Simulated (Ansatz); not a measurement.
**CuI: a single-point run**

Aim: a sound single-point run of CuI. The structure is shown as the input types it. The cell is built on a prototype (rocksalt) and needn't be the phase found in nature.

Method: density functional or hybrid calculation with the settings of its input, plane waves (as first typed), in Ansatz 0.2.0.

5 further runs of the same task are left out: 1 for a known fault of the program, 4 that didn't finish.

## 1. The structure to begin with

The structure is cubic, space group Fm-3m (No. 225). Conventional cell: a = 5.712 Å, b = 5.712 Å, c = 5.712 Å, α = 90.00°, β = 90.00°, γ = 90.00°. Around Cu (site symmetry m-3m) lie 6 I at 2.86 Å. Around I (site symmetry m-3m) lie 6 Cu at 2.86 Å.

Coordinates:

```cif
data_structure
_symmetry_space_group_name_H-M 'Fm-3m'
_symmetry_Int_Tables_number 225
_cell_length_a 5.7122
_cell_length_b 5.7122
_cell_length_c 5.7122
_cell_angle_alpha 90.000
_cell_angle_beta 90.000
_cell_angle_gamma 90.000
_cell_volume 186.39
loop_
_atom_site_label
_atom_site_type_symbol
_atom_site_symmetry_multiplicity
_atom_site_Wyckoff_symbol
_atom_site_fract_x
_atom_site_fract_y
_atom_site_fract_z
_atom_site_occupancy
Cu1 Cu 4 a 0.00000 0.00000 0.00000 1
I1 I 4 b 0.50000 0.00000 0.00000 1
```

## 2. Running it

Input file input.yaml:

```yaml
crystal:
  lattice:
    - [0.0, 2.8561103477, 2.8561103477]
    - [2.8561103477, 0.0, 2.8561103477]
    - [2.8561103477, 2.8561103477, 0.0]
  atoms:
    - { symbol: Cu, position: [0.0, 0.0, 0.0] }
    - { symbol: I, position: [0.5, 0.5, 0.5] }
kpoints:
  mp_grid: { grid: [4, 4, 4] }
hamiltonian:
  xc: hse06
scf:
  occupations: { method: fermi_dirac, width: 0.02 }
  n_extra_bands: 4
  mixing: { beta: 0.005 }
  max_iter: 72
output:
  forces: true
  stress: true
  eigenvalues: true
```

Run with:

```sh
> ansatz run input.yaml --threads 4 --pin off --max-ram 3686MiB --backend cpu --events-out ev --progress --plain --runs-dir out
```

**Question.** How will this run end, and is anything wrong with its input?

The program finished normally, with warnings (stress exchange threshold loose, stress scf threshold loose). Its log warns: «output.stress: scf.convergence.dr2_threshold = 1e-7 eV (the SCF's general default) is looser than the 2e-10 eV advised for a printed stress (1e-10 eV for each atom of the ...»

Look at the input: scf.mixing.beta is 0.005. What could go wrong: mixing too weak. The residual crept for many cycles and then fell at once, which so weak a step can't do by itself: the program changed its mixing.

Run again and compare: delete scf.mixing.beta (the default then holds).
